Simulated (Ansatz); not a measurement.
Runs of Ansatz 0.2.0 on NaCl. Symmetry: Pm-3m, No. 221, cubic system. Conventional cell: a = 3.502 Å, b = 3.502 Å, c = 3.502 Å, α = 90.00°, β = 90.00°, γ = 90.00°. Around Cl (site symmetry m-3m) lie 8 Na at 3.03 Å. Around Na (site symmetry m-3m) lie 8 Cl at 3.03 Å. Measurements of this composition are mostly on another form, of space group No. 225.

```tsv
task	level	cell	k mesh	cutoff (eV)	smearing	basis error allowed	mesh quality	gap on the mesh (eV)	pressure (GPa)
band structure	PBE	as given	8 × 8 × 8	141	fermi-dirac 0.05 eV	0.001 eV/atom	not flagged	3.98	0.1
single point	PBE	as given	4 × 4 × 4	129	fermi-dirac 0.02 eV	0.002 eV/atom	coarse	3.97	0.2
elastic constants	LDA	as given	6 × 6 × 6	151	fermi-dirac 0.05 eV	0.001 eV/atom	not flagged	3.60	(b)
single point	PBE	as given	8 × 8 × 8	141	gaussian 0.03 eV	0.001 eV/atom	not flagged	3.98	0.1
single point	PBE	as given	8 × 8 × 8	141	gaussian 0.028 eV	0.001 eV/atom	not flagged	3.98	0.1
relaxation of cell and atoms	BLYP+D4	relaxed	8 × 8 × 8	-	fermi-dirac 0.05 eV	0.001 eV/atom	not flagged	(a)	0.0
single point	PBE	as given	8 × 8 × 8	141	gaussian 0.1 eV	0.001 eV/atom	not flagged	3.98	0.1
```

Alike in all rows: potentials or basis all-electron LAPW, scalar-relativistic; no spin polarisation.

Fill in the values left out.

(a) 4.06; (b) -3.1.

Caveats: some runs use coarse meshes; the cell is more than 3 GPa from zero pressure, which shifts response properties (some runs); the elastic tensor has a negative eigenvalue, so either the cell is unstable as it stands or the mesh is too thin (some runs).

A k mesh can miss the band edges.

The runs don't all hold the same shells in valence.
